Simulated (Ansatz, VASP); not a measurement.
# Cross-check of GaAs between VASP and Ansatz

Wanted: the spread between two codes on one cell, functional and k mesh. The cell is a member of a volume series, scaled by 0.985 from a relaxed one, so a pressure remains. Other levels of theory on this material are compared in a session of their own.

Method: plane waves, with VASP 6.6.1 beside it; single point at RPBE, in Ansatz 0.2.0.

## Step 1: Set-up

The structure is cubic, space group F-43m (No. 216). The conventional cell has a = 5.776 Å, b = 5.776 Å, c = 5.776 Å, α = 90.00°, β = 90.00°, γ = 90.00°. Nearest to As lie 4 Ga at 2.50 Å. Nearest to Ga lie 4 As at 2.50 Å. Farther neighbours are not listed.

## Step 2: Ansatz: single point, RPBE, volume scaled by 0.985

Ansatz runs on its default PAW (the set named soft_2) files.

With cell and atoms fixed, the geometry can't cause a difference; cores, projectors, grids and the points listed under the comparison can.

Contents of input.yaml:

```yaml
crystal:
  lattice:
    - [0.0, 2.88821411, 2.88821411]
    - [2.88821411, 0.0, 2.88821411]
    - [2.88821411, 2.88821411, 0.0]
  atoms:
    - { symbol: As, position: [0.75, 0.75, 0.75] }
    - { symbol: Ga, position: [0.0, 0.0, 0.0] }
hamiltonian:
  xc: rpbe
  pseudopotentials: { kind: paw }
kpoints:
  mp_grid: { grid: [6, 6, 6] }
scf:
  occupations: { method: gaussian, width: 0.03 }
  n_extra_bands: 4
output:
  forces: true
  stress: true
  eigenvalues: true
```

The run is started by

```bash
$ ansatz run input.yaml --threads 2 --pin off --max-ram 4608MiB --backend cpu --events-out ev --progress --plain --runs-dir out
```

Numbers of over 12 decimals in the logs are rounded to 6 here.

Log:

```text
scf.n_extra_bands = 4 over 14 filled bands (N_el = 28.0): the run solves 18 bands
Engine: ansatz 0.2.0, aarch64-unknown-linux-gnu
Pseudopotentials: kind: paw
Pseudopotential: As, paw, valence charge 15, recommended cutoff 420 eV (normal), As.paw.azcp
Pseudopotential: Ga, paw, valence charge 13, recommended cutoff 420 eV (normal), Ga.paw.azcp
Functional definition: RPBE
  parameter kappa = 0.804
  parameter beta = 0.066725
  exchange = rpbe_x(kappa = kappa, mu = beta*pi^2/3)
  correlation = pbe_c(beta = beta)
Crystal: 2 atoms, lattice volume = 48.186 Å³
Basis set: ecut = 420 eV, 941 PW (Γ), exchange–correlation on 60×60×60 points (8 copies of the dense FFT grid, shifted against one another)
Bands: 18, of which v1, the nominal top of the filled ones, is band 14 counted from 1 (13 counted from 0)
Symmetry: 24 space group operations
Space group: F-43m (ITA 216), of the structure as read, at distance tolerance 3.6e-5 Å
k-points: 16 of 216 (time reversal used)
Non-local potential: As, projectors of the file, l = 0: 2, l = 1: 2, l = 2: 3, l = 3: 1
Non-local potential: Ga, projectors of the file, l = 0: 2, l = 1: 2, l = 2: 3, l = 3: 1
PAW form: soft (Blöchl's): semilocal exchange-correlation on the pseudo side does not see the compensation charge
PAW frozen core: As, regenerated for the run's functional, and the local potential with it (the file was generated under x = pbe(κ = 0.804, μ = 0.219515), c = pbe(β = 0.066725))
PAW frozen core: Ga, regenerated for the run's functional, and the local potential with it (the file was generated under x = pbe(κ = 0.804, μ = 0.219515), c = pbe(β = 0.066725))
PAW one-centre angular grid: As, 590 points (default); XC on 64 Gauss nodes
PAW one-centre angular grid: Ga, 590 points (default); XC on 64 Gauss nodes
Initial density: superposition of atomic densities (neutral atoms: chi_scale 0, normalization atom), corrected by the library's trained network
Initial wavefunctions: pseudopotential atomic-orbital guess
Functional: x = rpbe, c = pbe(β = 0.066725)
SCF iter   1: F=—  HF=-8651.304116 eV  |F-HF|=—  |Δ(HF+E_count)|=         —  Δρ=2.96e-3  dr2=1.81e-3  ethr=1.77e-3  ⟨swp⟩=6.0  Hψ=1367  notcnv=0
preconditioner: auto → none  [insulator: Δε(μ)=0.158 eV  Ē_g=15.252 eV  σ=0.030 eV  W_gap=1.00  n_scr=14 (ndim 8)  ℏωp=22.7 eV  f_vac=0.108  D(μ)=0.00/eV (n_scr^D=0)  ε∞_Penn≈3.2]
SCF iter   2: F=—  HF=-8651.303194 eV  |F-HF|=—  |Δ(HF+E_count)|=   9.21e-4  Δρ=9.16e-4  dr2=4.41e-4  ethr=6.47e-6  ⟨swp⟩=2.0  Hψ=700  notcnv=0
SCF iter   3: F=—  HF=-8651.303011 eV  |F-HF|=—  |Δ(HF+E_count)|=   1.83e-4  Δρ=5.47e-4  dr2=7.59e-5  ethr=1.57e-6  ⟨swp⟩=2.0  Hψ=429  notcnv=0
SCF iter   4: F=—  HF=-8651.303026 eV  |F-HF|=—  |Δ(HF+E_count)|=   1.50e-5  Δρ=1.59e-4  dr2=5.60e-6  ethr=2.71e-7  ⟨swp⟩=2.0  Hψ=349  notcnv=0
SCF iter   5: F=—  HF=-8651.303027 eV  |F-HF|=—  |Δ(HF+E_count)|=   1.57e-6  Δρ=5.08e-5  dr2=7.30e-7  ethr=2.00e-8  ⟨swp⟩=2.0  Hψ=513  notcnv=0
SCF iter   6: F=-8651.303028 eV  HF=-8651.303028 eV  |F-HF|=2.48e-8  |Δ(HF+E_count)|=   6.51e-7  Δρ=8.02e-6  dr2=2.32e-8  ethr=3.57e-10  ⟨swp⟩=3.2  Hψ=1223  notcnv=0
SCF 1 converged in 6 iterations: F = -8651.303028 eV  dr2 = 2.32e-8
  greatest PAW one-centre occupation: 0.999 electrons in one spin orbital (limit 2), on the As atom at site 0 (counted from 0), in its partial waves of l = 2
SCF converged after 6 iterations
Free energy (F): -8651.303028 eV
Harris-Foulkes:  -8651.303028 eV  (|F-HF|=2.48e-8)
Internal energy: -8651.303028 eV  (E = F + TS)
E sigma→0 (E₀):  -8651.303028 eV
Entropy (-TS):   -0.000000 eV (-0.000 meV/atom)
Fermi energy:    7.538937 eV
--- Per-component energies (eV) ---
  E_band       = -328.371562
  E_kinetic    = 217.604990
  E_local      = -4007.751855  (includes V_loc(G=0)·N_el)
  E_nonlocal   = -247.221052
  E_hartree    = 2011.148227
  E_xc         = -147.669955
  E_vxc        = -135.945692  (∫ρ·V_xc dr)
  E_paw        = -3835.665445  (= ΣΔE_a)
  E_vpaw       = -177.357547  (= ΣTr[D̂ρ^β])
  E_aug_tail   = -0.000138  (compensation charges beyond the density's cutoff)
  E_ewald      = -2641.389576
  E_core_change = -0.358225  (= ΣΔE_core)
  E_smearing   = -0.000000  (= −TS)
  E_closure    = -0.000000  (closes the sum)
  Σ components = -8651.303028   (vs F -8651.303028, Δ=0.00e0)
--- Forces (eV/Å), atoms counted from 1 ---
  atom   1  As     0.00000000     0.00000000    -0.00000000
  atom   2  Ga    -0.00000000     0.00000000     0.00000000
  max |Σ_I F_I| component: 1.64e-16 eV/Å
--- Stress (GPa, compression-positive) ---
        0.774305       0.000000      -0.000000
        0.000000       0.774305       0.000000
        0.000000       0.000000       0.774305
  P = ⅓ Tr σ = 0.7743 GPa (7.743 kbar)
--- Band table (eV; the first three rows and the last of 16) ---
  k-point 0: bands = [... 10 lower, -4.7921, 7.4535, 7.4535, 7.4535, 7.6187, 11.1958, 11.1958, 11.1958]
  k-point 1: bands = [... 10 lower, -4.5018, 4.7962, 7.1106, 7.1106, 8.9047, 11.7016, 11.7016, 12.0221]
  k-point 2: bands = [... 10 lower, -3.7592, 2.3341, 6.6083, 6.6083, 8.5785, 12.1327, 12.1327, 14.4953]
  k-point 15: bands = [... 10 lower, -2.5328, 1.0813, 4.4115, 4.5557, 10.8199, 10.8476, 14.3812, 14.7156]
```

Wall time 1.1 s (2 threads of Arm Neoverse V1, shared host); peak memory 0.3 GiB.

Reading the cycles: dr2 is the Hartree energy of the density residual (eV), the measure of convergence; HF is the Harris–Foulkes estimate of the energy, which meets the free energy F at convergence.

The run ends at a pressure of 0.77 GPa.

## Step 3: VASP: single point, RPBE, volume scaled by 0.985

The same cell, functional, mesh and smearing now go to VASP, with its own data sets and cutoff.

Lines of VASP's logs that name or quote its potential files are left out, and so is its time.

The input asks for a relaxation, which ended at its first step since no free force or stress exceeded the threshold; so it serves as a single point.

Contents of INCAR:

```
SYSTEM = GaAs
PREC = Accurate
ENCUT = 450
EDIFF = 1E-06
NELM = 100
ISMEAR = 0
SIGMA = 0.03
LREAL = .FALSE.
ALGO = Normal
GGA = RP
NBANDS = 15
LORBIT = 11
LWAVE = .FALSE.
LCHARG = .FALSE.
KPAR = 8
IBRION = 2
NSW = 30
ISIF = 4
EDIFFG = -0.01
```

Contents of POSCAR:

```
GaAs
1.0
    0.0000000000      2.8882141054      2.8882141054
    2.8882141054      0.0000000000      2.8882141054
    2.8882141054      2.8882141054      0.0000000000
As Ga
1 1
Direct
    0.7500000000      0.7500000000      0.7500000000
    0.0000000000      0.0000000000      0.0000000000
```

Contents of KPOINTS:

```
Automatic mesh
0
Gamma
6 6 6
0 0 0
```

The projector-augmented-wave data sets are As and Ga_d (PBE family, release 64).

The run is started by

```bash
$ mpirun -np 8 vasp_std
```

Log:

```text
[banner, memory and clock lines left out]
running    8 mpi-ranks, on    1 nodes
 distrk:  each k-point on    1 cores,    8 groups
 distr:  one band on    1 cores,    1 groups

 POSCAR found type information on POSCAR AsGa
 POSCAR found :  2 types and       2 ions
|                                                                             |
|           W    W    AA    RRRRR   N    N  II  N    N   GGGG   !!!           |
|           W    W   A  A   R    R  NN   N  II  NN   N  G    G  !!!           |
|           W    W  A    A  R    R  N N  N  II  N N  N  G       !!!           |
|           W WW W  AAAAAA  RRRRR   N  N N  II  N  N N  G  GGG   !            |
|           WW  WW  A    A  R   R   N   NN  II  N   NN  G    G                |
|           W    W  A    A  R    R  N    N  II  N    N   GGGG   !!!           |
|                                                                             |
|     For optimal performance we recommend to set                             |
|       NCORE = 2 up to number-of-cores-per-socket                            |
|     NCORE specifies how many cores store one orbital (NPAR=cpu/NCORE).      |
|     This setting can greatly improve the performance of VASP for DFT.       |
|     The default, NCORE=1 might be grossly inefficient on modern             |
|     multi-core architectures or massively parallel machines. Do your        |
|     Unfortunately you need to use the default for GW and RPA                |
|     calculations (for HF NCORE is supported but not extensively tested      |
|     yet).                                                                   |
|                                                                             |

|                                                                             |
|               ----> ADVICE to this user running VASP <----                  |
|                                                                             |
|     You enforced a specific xc type in the INCAR file but a different       |
|     [... a line on the potential file left out ...]
|     I HOPE YOU KNOW WHAT YOU ARE DOING!                                     |
|                                                                             |

 LDA part: xc-table for (Slater+PW92), standard interpolation
 POSCAR, INCAR and KPOINTS ok, starting setup
 FFT: planning ... GRIDC
 FFT: planning ... GRID_SOFT
 FFT: planning ... GRID
 WAVECAR not read
 entering main loop
       N       E                     dE             d eps       ncg     rms          rms(c)
DAV:   1     0.803845155567E+02    0.80385E+02   -0.84723E+03   480   0.148E+03
DAV:   2    -0.121627296412E+01   -0.81601E+02   -0.78321E+02   543   0.300E+02
DAV:   3    -0.758852324548E+01   -0.63723E+01   -0.63524E+01   557   0.673E+01
DAV:   4    -0.768614832230E+01   -0.97625E-01   -0.97602E-01   592   0.960E+00
DAV:   5    -0.768758627521E+01   -0.14380E-02   -0.14379E-02   592   0.105E+00    0.279E+00
DAV:   6    -0.757062486625E+01    0.11696E+00   -0.21035E-01   718   0.745E+00    0.170E+00
DAV:   7    -0.756488421083E+01    0.57407E-02   -0.64852E-02   601   0.179E+00    0.577E-01
DAV:   8    -0.756957858235E+01   -0.46944E-02   -0.12338E-02   550   0.129E+00    0.940E-02
DAV:   9    -0.757060254569E+01   -0.10240E-02   -0.15760E-03   571   0.467E-01    0.641E-02
DAV:  10    -0.757078740414E+01   -0.18486E-03   -0.14154E-04   599   0.994E-02    0.357E-02
DAV:  11    -0.757095985785E+01   -0.17245E-03   -0.37229E-04   501   0.117E-01    0.682E-03
DAV:  12    -0.757096130532E+01   -0.14475E-05   -0.44140E-06   648   0.223E-02    0.322E-03
DAV:  13    -0.757096317062E+01   -0.18653E-05   -0.30647E-06   508   0.107E-02    0.100E-03
DAV:  14    -0.757096317071E+01   -0.89130E-10   -0.43617E-08   478   0.169E-03
   1 F= -.75709632E+01 E0= -.75709631E+01  d E =-.757096E+01
 curvature:   0.00 expect dE= 0.000E+00 dE for cont linesearch  0.000E+00
 trial: gam= 0.00000 g(F)=  0.174E-44 g(S)=  0.149E-33 ort = 0.000E+00 (trialstep = 0.100E+01)
 search vector abs. value=  0.100E-09
 reached required accuracy - stopping structural energy minimisation
```

OUTCAR, selected parts (step 3):

```text
ion  position               nearest neighbor table
   1  0.750  0.750  0.750-   2 2.50   2 2.50   2 2.50   2 2.50
   2  0.000  0.000  0.000-   1 2.50   1 2.50   1 2.50   1 2.50

  LATTYP: Found a face centered cubic cell.
 ALAT       =     5.7764282108

 Subroutine GETGRP returns: Found 24 space group operations
 (whereof 24 operations were pure point group operations)

The static configuration has the point symmetry T_d .

 Found     16 irreducible k-points:

   k-points           NKPTS =     16   k-points in BZ     NKDIM =     16   number of bands    NBANDS=     15

   dimension x,y,z NGX =    28 NGY =   28 NGZ =   28
   dimension x,y,z NGXF=    56 NGYF=   56 NGZF=   56

   ENCUT  =  450.0 eV  33.07 Ry    5.75 a.u.   7.06  7.06  7.06*2*pi/ulx,y,z

   NELECT =      18.0000    total number of electrons

 k-points in reciprocal lattice and weights: Automatic mesh
   0.00000000  0.00000000  0.00000000       0.005
   0.16666667  0.00000000  0.00000000       0.037
   0.33333333  0.00000000  0.00000000       0.037
   0.50000000  0.00000000  0.00000000       0.019
   0.16666667  0.16666667  0.00000000       0.028
   0.33333333  0.16666667  0.00000000       0.111
   0.50000000  0.16666667  0.00000000       0.111
  -0.33333333  0.16666667  0.00000000       0.111
  -0.16666667  0.16666667  0.00000000       0.056
[...]
-0.33333333  0.33333333  0.16666667       0.111
  -0.33333333  0.50000000  0.16666667       0.056

 average (electrostatic) potential at core
       1 -50.8644       2 -66.9752

 E-fermi :   3.5488

 k-point     1 :       0.0000    0.0000    0.0000
  band No.  band energies     occupation
    ...
      5     -11.1911      2.00000
      6      -8.7803      2.00000
      7       3.4641      1.99993
      8       3.4641      1.99993
      9       3.4641      1.99993
     10       3.6277      0.00020
     11       7.1924      0.00000
     12       7.1924      0.00000
     13       7.1924      0.00000
     14      11.0885      0.00000
    ...

 k-point     2 :       0.1667    0.0000    0.0000
  band No.  band energies     occupation
    ...
      5     -11.1912      2.00000
      6      -8.4903      2.00000
      7       0.8044      2.00000
      8       3.1205      2.00000
      9       3.1205      2.00000
     10       4.9103      0.00000
     11       7.6983      0.00000
     12       7.6983      0.00000
     13       8.0258      0.00000
     14      12.3689      0.00000
    ...

 k-point     3 :       0.3333    0.0000    0.0000
  band No.  band energies     occupation
    ...
      5     -11.1898      2.00000
      6      -7.7479      2.00000
      7      -1.6594      2.00000
      8       2.6179      2.00000
      9       2.6179      2.00000
     10       4.5818      0.00000
     11       8.1288      0.00000
     12       8.1289      0.00000
     13      10.5028      0.00000
     14      12.2713      0.00000
    ...

  Total        0.2489612      0.2489612      0.2489612      0.0000000      0.0000000      0.0000000
  in kB        8.2779733      8.2779733      8.2779733      0.0000000      0.0000000      0.0000000
  external PRESSURE =       8.2779733 kB  Pullay stress =       0.0000000 kB

  energy-cutoff  :      450.00
  volume of cell :       48.19
      direct lattice vectors                 reciprocal lattice vectors
     0.000000000  2.888214105  2.888214105    -0.173117360  0.173117360  0.173117360
     2.888214105  0.000000000  2.888214105     0.173117360 -0.173117360  0.173117360
     2.888214105  2.888214105  0.000000000     0.173117360  0.173117360 -0.173117360

 POSITION                                       TOTAL-FORCE (eV/Angst)
 -----------------------------------------------------------------------------------
      4.33232      4.33232      4.33232         0.000000     -0.000000     -0.000000
      0.00000      0.00000      0.00000        -0.000000      0.000000      0.000000
 -----------------------------------------------------------------------------------
    total drift:                               -0.000003     -0.000003     -0.000003

  FREE ENERGIE OF THE ION-ELECTRON SYSTEM (eV)
  ---------------------------------------------------
  free  energy   TOTEN  =        -7.5709631707 eV

  energy  without entropy=       -7.5709630123  energy(sigma->0) =       -7.57096309

 reached required accuracy - stopping structural energy minimisation

 total charge
# of ion       s       p       d       tot
------------------------------------------
    1        1.206   1.566   0.027   2.798
    2        0.877   0.748   9.984  11.609
--------------------------------------------------
tot          2.083   2.314  10.011  14.408

[... 3 further parts left out ...]
```

CONTCAR:

```
GaAs
   1.00000000000000
     0.0000000000000000    2.8882141053999999    2.8882141053999999
     2.8882141053999999    0.0000000000000000    2.8882141053999999
     2.8882141053999999    2.8882141053999999    0.0000000000000000
  As              Ga
     1     1
Direct
     0.7500000000000000    0.7500000000000000    0.7500000000000000
     0.0000000000000000    0.0000000000000000    0.0000000000000000
```

## Step 4: Side by side

Known differences besides the potentials themselves: the data sets hold 28 valence electrons in Ansatz (default PAW (the set named soft_2) files) and 18 in VASP; the cutoff is 420 eV in Ansatz and 450 eV in VASP; Ansatz makes its cores anew for this functional, VASP keeps those of its PBE data sets; VASP leaves aspherical gradient terms in its spheres out (LASPH is not set), Ansatz keeps them. Total energies have different zeros and are not compared.

Both answers:

```
              quantity  Ansatz   VASP  difference
        pressure (GPa)    0.77   0.83       -0.05
gap on the k mesh (eV)   0.165  0.164      +0.002
```

A gap on the mesh is an upper bound, since the band edges may lie between its points. Ansatz's pressure holds a Pulay correction of 0.03 GPa; VASP's holds none.

## Step 5: Results

```json
{
  "difference in gap on the k mesh (single point, RPBE, volume scaled by 0.985)": "0.0016 eV"
}
```

The difference in gap on the k mesh is 0.0016 eV (single point, RPBE, volume scaled by 0.985), within the 0.08 eV picked in this series as the mark of a large difference. 5 further runs of this series are not shown here. How closely two codes agree says nothing of how well the functional describes the real material.

[Lines on the potential files, build, host, timing and source positions are cut from VASP's logs without a mark.]

[Logs are printed without paths, hosts, clocks, repeated set-up lines and the standing remarks that a program may print on its own settings, such as how far it seeks lower states.]

[Hosts, paths, dates, database ids (printed as entryN), source tags and the programs' standing remarks are cut or masked in the printed files.]
